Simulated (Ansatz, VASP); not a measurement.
**HW3C4 in VASP and in Ansatz**

```
C W H
1.0
     2.89841    0.00000    0.00000
    -1.44921    2.51010    0.00000
     0.00000    0.00000   27.16903
C W H
4 3 1
Direct
  0.66667 0.33333 0.31286
  0.66667 0.33333 0.41693
  0.66667 0.33333 0.52208
  0.00000 0.00000 0.64440
  0.00000 0.00000 0.36489
  0.00000 0.00000 0.46903
  0.00000 0.00000 0.57472
  0.00000 0.00000 0.68492
```

Alike in both runs: functional PBEsol; k mesh 12 × 12 × 1; occupations gaussian, width 0.1 eV; no spin polarisation.

Ansatz relaxed the structure, and its values are those at the end. VASP's run is a single point on that final structure, the one shown.

|  | VASP | Ansatz |
| --- | --- | --- |
| version | VASP 6.6.1 | Ansatz 0.2.0 |
| potentials or method | VASP PAW PBE potentials, release 64 (C, W_sv, H) | scalar-relativistic, plane waves, PAW |
| plane-wave cutoff (eV) | 520 | 420 |
| valence electrons in the cell | 59 | 59 |

```csv
,VASP,Ansatz,Ansatz less VASP
gap on the k mesh at the Fermi level (eV),none,none,-
rms of the force components (eV/Å),1.499,1.503,+0.0042
"work function, face that differs most (eV)",2.77,2.78,+0.004
```

A gap of «none» marks a metal or a gap that the smearing closes. The functional is the same, so the differences come from potentials, cutoffs and numerics.

Caveats: the PAW data sets were made with another functional, which shifts forces and pressure a little (VASP). Spin-orbit coupling is left out, which matters for the levels of W.
